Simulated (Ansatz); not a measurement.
**Mo: distorted cells**

Theory: DFT PBE, scalar-relativistic, plane waves, PAW (Ansatz).

Cutoff 420 eV; k points 18×18×16 on the computed 1-atom cell (Γ-centred); Gaussian smearing, width 0.10 eV; no spin polarisation.

Reference cell:

```yaml
crystal:
  lattice:
    - [2.73551, 0.00000, 0.00000]
    - [-1.36776, 2.36902, 0.00000]
    - [0.00000, 0.00000, 2.55518]
  atoms:
    - { symbol: Mo, position: [0.00000, 0.00000, 0.50000] }
```

Each variant moves atoms of this cell by the vectors given, if any (Å), and then applies a symmetric strain (tensor components, Cartesian axes). The reference cell isn't relaxed at this level. Energies are per atom at zero smearing, counted from the lowest variant. Pressure is positive in compression.

1. strain (xx yy zz yz xz xy, %) -2.98 -2.98 0.02 0.00 0.00 0.00
2. strain (xx yy zz yz xz xy, %) -1.36 -1.36 -2.86 0.00 0.00 0.00
3. strain (xx yy zz yz xz xy, %) -3.67 -3.67 2.33 0.00 0.00 0.00
4. strain (xx yy zz yz xz xy, %) -1.46 -1.46 1.54 0.00 0.00 0.00

```tsv
result	ΔE (meV/atom)	P (GPa)
A	17.5	16.81
B	0.0	7.06
C	97.4	17.85
D	59.0	18.96
```

(1) Which variant gave which result?

## Answers

(1) A is 2, B is 4, C is 3, D is 1.

This form isn't the element's structure at ambient conditions.